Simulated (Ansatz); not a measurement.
**ZrS2: ³³S NMR of the central transition**

Cell: a computed structure from the Materials Project (it need not be an observed phase), ions relaxed with PBE at fixed cell.

```xyz
3
Lattice="3.6914 0.0000 0.0000 -1.8457 3.1968 0.0000 0.0000 0.0000 6.0411" Properties=species:S:1:pos:R:3 pbc="T T T"
Zr    0.0000    0.0000    0.0000
S     1.8457    1.0656    4.5997
S     0.0000    2.1312    1.4414
```

Atoms are numbered from 1 in the order listed; like atoms form one site, named after its first atom.

Method: Kohn–Sham DFT in Ansatz, r2SCAN, plane waves and PAW, scalar-relativistic, 500 eV cutoff, Γ-centred 10×10×6 k-points, Fermi–Dirac smearing 0.01 eV.

³³S has I = 3/2 and Q = -69.40 mb (Pyykkö 2018); at 7.05 T its Larmor frequency is ν₀ = 23.1 MHz. Only the quadrupole interaction is simulated: positions count from each site's isotropic chemical shift, and J coupling is left out, as are shift anisotropy and dipolar coupling, which fast spinning averages.

Simulated pattern of one S site (fast magic-angle spinning, Gaussian broadening 0.008 kHz):

offset (kHz), height and a bar:
```
  -0.3721          0 
  -0.3612          1 
  -0.3502          4 #
  -0.3393          4 #
  -0.3283          4 #
  -0.3174          4 #
  -0.3064          5 #
  -0.2954          4 #
  -0.2845          5 #
  -0.2735          5 #
  -0.2626          5 ##
  -0.2516          5 ##
  -0.2406          5 ##
  -0.2297         23 #######
  -0.2187         76 #######################
  -0.2078         47 ##############
  -0.1968         38 ###########
  -0.1858         34 ##########
  -0.1749         32 #########
  -0.1639         31 #########
  -0.1530         30 #########
  -0.1420         30 #########
  -0.1311         30 #########
  -0.1201         31 #########
  -0.1091         33 ##########
  -0.0982         35 ###########
  -0.0872         39 ############
  -0.0763         46 ##############
  -0.0653         61 ##################
  -0.0543        100 ##############################
  -0.0434         13 ####
  -0.0324          0
```

(1) Which |C_Q| and η does the pattern imply?

Results:

(1) The pattern spans 0.307 kHz before broadening and its centre of gravity is at -0.143 kHz, which fixes P_Q; the places of the horns and steps fix η. That gives P_Q = 0.363 MHz, |C_Q| = 0.363 MHz and η = 0.00. The sign of C_Q can't be read from the pattern.

An axis of threefold or higher order runs through S, so V_zz lies along it and η is zero.

Without spin–orbit coupling (the program notes it for Zr) the gradients are little affected as a rule: paired runs on crystals with a gap mostly move them by under 2 % at such atoms.

Hardware: 1 thread of Arm Neoverse V2 (aarch64; 8 cores open to the job, memory cap 3.0 GiB, no GPU), a shared host with a load of 0.5 a core. Wall time 14 s, CPU time 14 s, peak memory 0.53 GiB.
